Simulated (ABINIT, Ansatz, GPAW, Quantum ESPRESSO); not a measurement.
# HfC: 5 runs at one level of theory

```
Hf C
1.0
     3.34287    0.00000    0.00000
    -1.67143    2.89501    0.00000
     0.00000    0.00000    5.20271
Hf C
2 2
Direct
  0.33333 0.66667 0.25000
  0.66667 0.33333 0.75000
  0.00000 0.00000 0.50000
  0.00000 0.00000 0.00000
```

The cell comes from a database or a generator and needn't be the stable form of this composition.

Alike in all runs: task single point; functional PBEsol; k mesh 9 × 9 × 5; occupations fermi-dirac, width 0.05 eV; no spin polarisation; no spin-orbit coupling. Pressure is positive in compression and, in plane waves, holds the error of the finite cutoff, which Ansatz's Pulay term estimates and takes out.

```csv
program and potentials,plane-wave cutoff (eV),notes,pressure (GPa)
"Ansatz, Ansatz PAW",420,"potentials made for PBE, which Ansatz adapts in part; 15 valence electrons an atom on average; Pulay term of +0.23 GPa included",-7.37
"Ansatz, all-electron LAPW, scalar-relativistic",-,-,-7.32
"Quantum ESPRESSO, GBRV 1.5 PBEsol",612,8 valence electrons an atom on average,-7.22
"ABINIT, PseudoDojo NC SR PBEsol v0.4.1 standard",1116,8 valence electrons an atom on average,-7.12
"GPAW, PAW data sets generated for this functional",800,8 valence electrons an atom on average,-6.30
```

The pressure spans -7.37 (Ansatz, Ansatz PAW) to -6.30 GPa (GPAW, PAW data sets generated for this functional), with all-electron results at -7.32.

The functional is the same throughout but for its coding, so the spread measures potentials, basis and numerics; runs on potential files found faulty are left out.

All five runs give a negative pressure, so PBEsol favours a smaller cell than the one supplied. The strain involved is probably modest, since Hf 5d-C 2p covalency makes hafnium carbides stiff and a slight stretch already costs several GPa. A cell relaxed with a functional that binds less tightly, such as PBE, would leave this kind of residual tension.

Four of the runs lie close together around the all-electron value, and GPAW stands apart at -6.30 GPa. The valence counts suggest that the filled Hf 4f shell is treated as core in three of the runs, but two of these stay near the all-electron result, so freezing that shell can't by itself explain the outlier. Nor does an incomplete plane-wave basis fit, as it normally makes the computed pressure too negative, whereas GPAW errs the other way. This points towards the construction of its Hf or C data set, or its numerical grids. A single pressure doesn't show whether the contraction would be shared evenly between the a and c axes.
